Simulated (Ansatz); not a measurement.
# SiO2: the cost of one run

Program: Ansatz 0.2.0. Level of theory: DFT PBE, scalar-relativistic, plane waves, PAW. These are calculated values, not measurements.

3 further runs of the same task are left out: 3 set aside as unsound or not needed. Runs told in other sessions of the task aren't counted.

## Step 1: The structure to begin with

The structure is tetragonal, space group I4/mmm (No. 139). Conventional cell: a = 2.900 Å, b = 2.900 Å, c = 9.436 Å, α = 90.00°, β = 90.00°, γ = 90.00°. Si (site symmetry 4/mmm) is surrounded by 8 O at 2.55 Å and 4 Si at 2.90 Å. Around O (site symmetry 4mm) lie 4 Si at 2.55 Å and 9 O at 2.66 to 3.02 Å.

As a file:

```
CELL_PARAMETERS angstrom
-1.44997 1.44997 4.71780
1.44997 -1.44997 4.71780
1.44997 1.44997 -4.71780
ATOMIC_POSITIONS crystal
Si 0.00000 0.00000 0.00000
O 0.34000 0.34000 0.00000
O 0.66000 0.66000 0.00000
```

This is candidate A: Ti2Pd type (I4/mmm, No. 139).

(A quick probe on a coarse mesh, which set the mesh and smearing, is not shown.)

## Step 3: A loose first relaxation (candidate A)

input.yaml

```yaml
crystal:
  lattice:
    - [-1.449968865, 1.449968865, 4.7177951357]
    - [1.449968865, -1.449968865, 4.7177951357]
    - [1.449968865, 1.449968865, -4.7177951357]
  atoms:
    - { symbol: Si, position: [0.0, 0.0, 0.0] }
    - { symbol: O, position: [0.34, 0.34, 0.0] }
    - { symbol: O, position: [0.66, 0.66, 0.0] }
basis:
  ecutwfc: 420
kpoints:
  mp_grid: { grid: [8, 8, 8] }
hamiltonian:
  xc: pbe
scf:
  occupations: { method: gaussian, width: 0.1 }
  lower_state_search: "off"
output:
  forces: true
  stress: true
  eigenvalues: true
relax:
  adjacent_minimum: "off"
  f_tol: 0.04
  max_steps: 70
  cell: { stress_tol: 0.4 }
```

Run with:

```bash
$ ansatz run input.yaml --threads 1 --pin off --max-ram 2560MiB --backend cpu --events-out ev --progress --plain --runs-dir out
```

Q: Estimate wall time and peak memory on 1 thread of Arm Neoverse V1, shared host.

About 31 s, with a peak of 0.31 GiB.
